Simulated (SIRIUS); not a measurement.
Runs of SIRIUS 7.12.0 on ZnSe (Stilleite). Symmetry: F-43m, No. 216, cubic system. Conventional cell: a = 5.668 Å, b = 5.668 Å, c = 5.668 Å, α = 90.00°, β = 90.00°, γ = 90.00°. Se (site symmetry -43m) is surrounded by 4 Zn at 2.45 Å. Zn (site symmetry -43m) has 4 Se at 2.45 Å as nearest neighbours. 

```csv
task,level,reference energy of the basis,start of the SCF,gap on the mesh (eV),V0 of scaled cells (Å³/atom),B0 (GPa)
single point,PBE,0.13 Ha,LDA density,1.28,-,-
single point,PBEsol,0.13 Ha,LDA density,(b),-,-
equation of state,PBEsol,-,-,-,(a),64
equation of state,PBE,-,-,-,23.54,57
```

Alike in all rows: potentials or basis all-electron FP-LAPW, apw+lo standard; no spin polarisation; cell as given; k mesh 8 × 8 × 8; cutoff (eV) 193; smearing fermi-dirac 0.05 eV.

Task: Estimate the missing entries.

Result: (a) 22.33; (b) 1.17.

A k mesh can miss the band edges, and the runs leave out spin-orbit coupling on Se.
